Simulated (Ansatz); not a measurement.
**Pd under changes of volume**

One of the cells (14.750 Å³/atom); the others are scaled copies at fixed shape and fractional positions:

```
CELL_PARAMETERS angstrom
0.00000 1.94650 1.94650
1.94650 0.00000 1.94650
1.94650 1.94650 0.00000
ATOMIC_POSITIONS crystal
Pd 0.00000 0.00000 0.00000
```

```yaml
Program: Ansatz 0.2.0
Functional: PBE
Potentials_or_basis: PseudoDojo stringent (PBE files)
Cutoff: 1116 eV
Density_cutoff: 4463 eV
k_mesh: 12 × 12 × 12
Occupations: fermi-dirac, width 0.05 eV
Spin: no spin polarisation
```

| volume (Å³/atom) | energy over the lowest point (meV/atom) | pressure (GPa) |
| --- | --- | --- |
| 13.865 | 86.60 | 21.9 |
| 14.160 | 51.95 | 16.2 |
| 14.455 | 27.07 | 11.2 |
| 14.750 | ? | ? |
| 15.045 | 2.03 | 3.0 |
| 15.340 | 0.00 | -0.5 |
| 15.635 | 3.94 | -3.5 |

Task: What does the run at 14.750 Å³/atom give?

Result: Energy over the lowest point 10.77 meV/atom; pressure 6.8 GPa.

Worked out: A Birch-Murnaghan fit of order 3 (a polynomial in V^(-2/3)) to the other rows has its minimum at 15.29 Å³/atom with B0 = V·E''(V) = 170 GPa and B' = 5.4. It gives 10.74 meV/atom at 14.750 Å³/atom, against the run's 10.77, and -dE/dV = 6.7 GPa, against 6.8.

Energies are extrapolated to zero smearing.
